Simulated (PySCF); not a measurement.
## Nonlinear optical response: 1-butanol (SMILES CCCCO)

Molfile (atoms numbered from 1):
```
C4H10O
     RDKit          3D

 15 14  0  0  0  0  0  0  0  0999 V2000
    2.0259    0.4019   -0.4822 C   0  0  0  0  0  0  0  0  0  0  0  0
    0.5135    0.5296   -0.5331 C   0  0  0  0  0  0  0  0  0  0  0  0
   -0.2046   -0.7062   -0.0146 C   0  0  0  0  0  0  0  0  0  0  0  0
   -1.7162   -0.6130   -0.1015 C   0  0  0  0  0  0  0  0  0  0  0  0
   -2.2634    0.4147    0.7006 O   0  0  0  0  0  0  0  0  0  0  0  0
    2.3696    0.2204    0.5396 H   0  0  0  0  0  0  0  0  0  0  0  0
    2.3706   -0.4327   -1.0986 H   0  0  0  0  0  0  0  0  0  0  0  0
    2.5179    1.3078   -0.8430 H   0  0  0  0  0  0  0  0  0  0  0  0
    0.2107    1.4028    0.0560 H   0  0  0  0  0  0  0  0  0  0  0  0
    0.1957    0.7243   -1.5650 H   0  0  0  0  0  0  0  0  0  0  0  0
    0.1186   -1.5819   -0.5906 H   0  0  0  0  0  0  0  0  0  0  0  0
    0.0816   -0.8899    1.0268 H   0  0  0  0  0  0  0  0  0  0  0  0
   -2.1692   -1.5395    0.2587 H   0  0  0  0  0  0  0  0  0  0  0  0
   -2.0205   -0.4900   -1.1513 H   0  0  0  0  0  0  0  0  0  0  0  0
   -2.0169    1.2601    0.3191 H   0  0  0  0  0  0  0  0  0  0  0  0
  1  2  1  0
  2  3  1  0
  3  4  1  0
  4  5  1  0
  1  6  1  0
  1  7  1  0
  1  8  1  0
  2  9  1  0
  2 10  1  0
  3 11  1  0
  3 12  1  0
  4 13  1  0
  4 14  1  0
  5 15  1  0
M  END
```

Method: quadratic response CAM-B3LYP/def2-TZVPD first hyperpolarisability, Taylor convention, gas phase in PySCF. Geometry: PBE0-D3(BJ)/def2-TZVP.

**Question.** Give β for the processes computed.

**Answer.** In au, Taylor convention; the vector part is βᵢ = ⅓ Σⱼ (βᵢⱼⱼ + βⱼᵢⱼ + βⱼⱼᵢ); β∥ is 3/5 of the vector part along the dipole, the dipole points from − to +:
```csv
process,λ (nm),β vector norm,β∥,β HRS,depolarisation ratio
"static β(0;0,0)",∞,81.8,-40.1,30.8,7.45
"second harmonic β(−2ω;ω,ω)",1907,84.2,-41.3,31.8,7.39
"Pockels β(−ω;ω,0)",1907,82.6,-40.5,–,–
"second harmonic β(−2ω;ω,ω)",1064,90.0,-44.2,34.0,7.24
"Pockels β(−ω;ω,0)",1064,84.4,-41.4,–,–
```

**Question.** Which lowest excitations, dipole and polarisabilities go with it?

**Answer.** S1 6.84 eV (f = 0.008); S2 7.84 eV (f = 0.023); S3 8.18 eV (f = 0.053); dipole 1.78 D; isotropic α 56.8 au static, 56.9 au at 1907 nm, 57.2 au at 1064 nm, 57.3 au at 953.5 nm, 58.4 au at 532 nm.
